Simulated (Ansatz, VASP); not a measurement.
# Two plane-wave programs on CoO

Contents of INCAR:

```
PREC = Accurate
ENCUT = 600
EDIFF = 1E-7
ISMEAR = 0
SIGMA = 0.1
LREAL = False
LASPH = True
NELM = 150
ALGO = Normal
ISIF = 3
LWAVE = False
LCHARG = False
ISPIN = 2
MAGMOM = 2.71 0.36
LORBIT = 11
LMAXMIX = 4
GGA = PS
IBRION = 2
NSW = 100
EDIFFG = -0.05
```

KPOINTS

```
regular mesh
0
Gamma
  10 10 10
```

POSCAR

```
CoO
1.0
   -1.5080001529      1.5080001529      2.1072499549
    1.5080001529     -1.5080001529      2.1072499549
    1.5080001529      1.5080001529     -2.1072499549
Co O
1 1
Direct
    0.0000000000      0.0000000000      0.0000000000
    0.5000000000      0.5000000000      0.0000000000
```

Input for Ansatz:

```yaml
crystal:
  lattice:
    - [-1.508, 1.508, 2.1072475377]
    - [1.508, -1.508, 2.1072475377]
    - [1.508, 1.508, -2.1072475377]
  atoms:
    - { symbol: Co, position: [0.0, 0.0, 0.0], spin: 2.71 }
    - { symbol: O, position: [0.5, 0.5, 0.0], spin: 0.36 }
basis:
  ecutwfc: 420
kpoints:
  mp_grid: { grid: [10, 10, 10] }
hamiltonian:
  xc: pbesol
scf:
  occupations: { method: gaussian, width: 0.1 }
output:
  forces: true
  stress: true
  eigenvalues: true
  populations: true
magnetization:
  spin_polarized: true
relax:
  adjacent_minimum: "off"
  f_tol: 0.05
  max_steps: 80
  cell: { stress_tol: 0.5 }
```

Alike in both runs: task relaxation of cell and atoms; functional PBEsol; k mesh 10 × 10 × 10; occupations gaussian, width 0.1 eV; collinear spin.

|  | VASP | Ansatz |
| --- | --- | --- |
| version | VASP 6.6.1 | Ansatz 0.2.0 |
| potentials or method | VASP PAW PBE potentials, release 64 (Co, O) | scalar-relativistic, plane waves, PAW |
| plane-wave cutoff (eV) | 600 | 420 |
| valence electrons in the cell | 15 | 23 |

|  | VASP | Ansatz | Ansatz less VASP |
| --- | --- | --- | --- |
| gap on the k mesh at the Fermi level, each at its own relaxed structure (eV) | none | none | - |
| net moment per atom (μB) | 1.37 | 1.42 | +0.041 |
| size of the moment on the site where the two differ most (μB) | 0.28 | 0.31 | +0.036 |
| relaxed volume (Å³/atom) | 9.01 | 9.10 | +0.085 |
| relaxed cell length with the largest relative difference (Å) | 2.938 | 2.949 | +0.0110 |
| energy change over the relaxation (meV/atom) | -18 | -15 | +2.6 |

Site moments also hang on the region over which each program counts them. A gap of «none» marks a metal or a gap that the smearing closes. The two sets of potentials don't hold the same shells in valence.

Caveats: the PAW data sets were made with another functional, which shifts forces and pressure a little (VASP); a cell with one magnetic atom can't hold antiferromagnetic order, which such compounds often take; semilocal functionals often make such compounds metallic where correlation or magnetic order opens a gap, which also shifts bond lengths.
